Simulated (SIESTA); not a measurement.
**CdO (Monteponite) under changes of volume**

One of the cells (12.970 Å³/atom); the others are scaled copies at fixed shape and fractional positions:

```
CELL_PARAMETERS angstrom
0.00000 2.34950 2.34950
2.34950 0.00000 2.34950
2.34950 2.34950 0.00000
ATOMIC_POSITIONS crystal
Cd 0.00000 0.00000 0.00000
O 0.50000 0.50000 0.50000
```

* Program: SIESTA 5.4.2
* Functional: RPBE
* Potentials or basis: PseudoDojo 0.4 standard (PBE files)
* Basis: DZP (energy shift 0.003 Ry; two zetas on semicore shells)
* Grid cutoff: 800 Ry
* Energy shift: 0.003 Ry
* k mesh: 10 × 10 × 10
* Occupations: fermi-dirac, width 0.05 eV
* Spin: no spin polarisation

```tsv
volume (Å³/atom)	energy over the lowest point (meV/atom)	pressure (GPa)
12.191	?	?
12.451	79.84	18.7
12.710	52.76	14.7
12.970	31.93	11.1
13.229	16.47	8.0
13.488	5.96	5.0
13.748	0.00	2.4
```

Question: What does the run at 12.191 Å³/atom give?

Answer: Energy over the lowest point 113.54 meV/atom; pressure 23.0 GPa.

Worked out: A Birch-Murnaghan fit of order 3 (a polynomial in V^(-2/3)) to the other rows has its minimum at 14.01 Å³/atom, just outside them, with B0 = V·E''(V) = 121 GPa and B' = 4.6. It gives 113.73 meV/atom at 12.191 Å³/atom, against the run's 113.54, and -dE/dV = 23.2 GPa, against 23.0.

Energies are extrapolated to zero smearing.

Caveats: the potentials were made for another functional, which shifts forces and pressure; the basis of atomic orbitals isn't converged, which shifts pressures, moduli and gaps.
